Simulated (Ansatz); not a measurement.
ZnS: equation of state with PBE

**Experimental background.**

From “Electronic, vibrational, and thermodynamic properties of ZnS (zincblende and rocksalt structure)”, 2009, arxiv:0911.5022, for a bulk crystal of ZnS: bulk modulus 76.9 GPa.

The system is ZnS.

```xyz
2
Lattice="0.0000 2.7020 2.7020 2.7020 0.0000 2.7020 2.7020 2.7020 0.0000" Properties=species:S:1:pos:R:3 pbc="T T T"
Zn    4.0530    4.0530    4.0530
S     0.0000    0.0000    0.0000
```

```json
{
 "Program": "Ansatz 0.2.0",
 "Task": "equation of state",
 "Functional": "PBE",
 "Potentials or basis": "PseudoDojo PBEsol",
 "Cutoff": "1143 eV",
 "Density cutoff": "4572 eV",
 "k mesh": "9 × 9 × 9",
 "Occupations": "tetrahedron",
 "Spin": "collinear spin, random start",
 "Starting moments": "[0.58, 0.0] μB"
}
```

- Equilibrium volume: 20.16 Å³/atom
- Bulk modulus: 69 GPa
- Pressure derivative of the bulk modulus: 4.4

Energy against volume, from the lowest point:
```tsv
volume (Å³/atom)	energy (meV/atom)
18.543	32.69
18.938	17.98
19.332	7.94
19.727	2.08
20.121	0.00
20.516	1.30
20.910	5.65
```

All runs of the series together: 3.3 min on 1 thread of Arm Neoverse V1, on a shared host.

Against the measured bulk modulus of ZnS, 76.9 GPa (quoted in “Electronic, vibrational, and thermodynamic properties of ZnS (zincblende and rocksalt structure)”, 2009, arxiv:0911.5022), the calculated 69 GPa is off by -9.7 %. The fit is for a static lattice scaled at fixed shape and fixed fractional positions.

Caveat: the potentials were made for another functional, which shifts forces and pressure. PBE usually gives volumes a little too large and moduli too small.
